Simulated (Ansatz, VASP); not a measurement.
## Nb in VASP and in Ansatz

```
Nb
1.0
     0.00000    2.09723    2.09723
     2.09723    0.00000    2.09723
     2.09723    2.09723    0.00000
Nb
1
Direct
  0.00000 0.00000 0.00000
```

Change from the starting cell: volume scaled by 0.975.

Alike in both runs: task single point; functional PBEsol; k mesh 13 × 13 × 13; occupations fermi-dirac, width 0.08 eV; no spin polarisation.

|  | VASP | Ansatz |
| --- | --- | --- |
| version | VASP 6.6.1 | Ansatz 0.2.0 |
| potentials or method | VASP PAW PBE potentials, release 64 (Nb_sv), cutoff 520 eV | all-electron LAPW, scalar-relativistic |

Ansatz gave:

| Property | Result |
| --- | --- |
| pressure (GPa) | -2.6 |

Problem. Which values does VASP return?

Solution. Pressure (GPa): -2.9.

Ansatz ran all-electron here, so the differences hold the error of VASP's frozen core and of both bases.

Caveats: the PAW data sets were made with another functional, which shifts forces and pressure a little (VASP).
